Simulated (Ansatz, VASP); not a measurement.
Two plane-wave programs on Ti

File INCAR:

```
PREC = Accurate
ENCUT = 520
EDIFF = 1E-7
ISMEAR = -1
SIGMA = 0.1
LREAL = F
LASPH = T
NELM = 80
ALGO = Normal
ISIF = 2
LWAVE = F
LCHARG = T
GGA = RP
LELF = T
LVHAR = T
NBANDS = 19
```

File KPOINTS:

```
regular mesh
0
Gamma
  20 20 11
```

File POSCAR:

```
Ti
1.0
    3.0819382704      0.0000000000      0.0000000000
   -1.5409691352      2.6690368351      0.0000000000
    0.0000000000      0.0000000000      4.8815674340
Ti
2
Direct
    0.3333333333      0.6666666667      0.2500000000
    0.6666666667      0.3333333333      0.7500000000
```

Input for Ansatz:

```yaml
crystal:
  lattice:
    - [3.0819382706, 0.0, 0.0]
    - [-1.5409691353, 2.6690368352, 0.0]
    - [0.0, 0.0, 4.8815674349]
  atoms:
    - { symbol: Ti, position: [0.3333333333, 0.6666666667, 0.25] }
    - { symbol: Ti, position: [0.6666666667, 0.3333333333, 0.75] }
hamiltonian:
  xc: rpbe
  pseudopotentials:
    kind: paw
    azcp:
      Ti: "pseudopotentials/Ti.paw.azcp"
basis:
  ecutwfc: 420
  fft_grid_basis: typed
kpoints:
  mp_grid: { grid: [20, 20, 11], shift: [0, 0, 0] }
magnetization:
  spin_polarized: false
scf:
  occupations: { method: fermi_dirac, width: 0.1 }
output:
  stress: true
```

Alike in both runs: task single point; functional RPBE; k mesh 20 × 20 × 11; occupations fermi-dirac, width 0.1 eV; no spin polarisation.

|  | VASP | Ansatz |
| --- | --- | --- |
| version | VASP 6.6.1 | Ansatz 0.2.0 |
| potentials or method | VASP PAW PBE potentials, release 64 (Ti_sv) | plane waves (420 eV) with PAW, scalar-relativistic |
| plane-wave cutoff (eV) | 520 | 420 |
| valence electrons in the cell | 24 | 24 |

Ansatz gave:

* pressure (GPa): -9.6
* largest component of the traceless stress (GPa): 0.07

Q: What did VASP give for the same quantities?

A: Pressure (GPa): -9.7; largest component of the traceless stress (GPa): 0.07.

Caveats: the PAW data sets were made with another functional, which shifts forces and pressure a little (VASP).
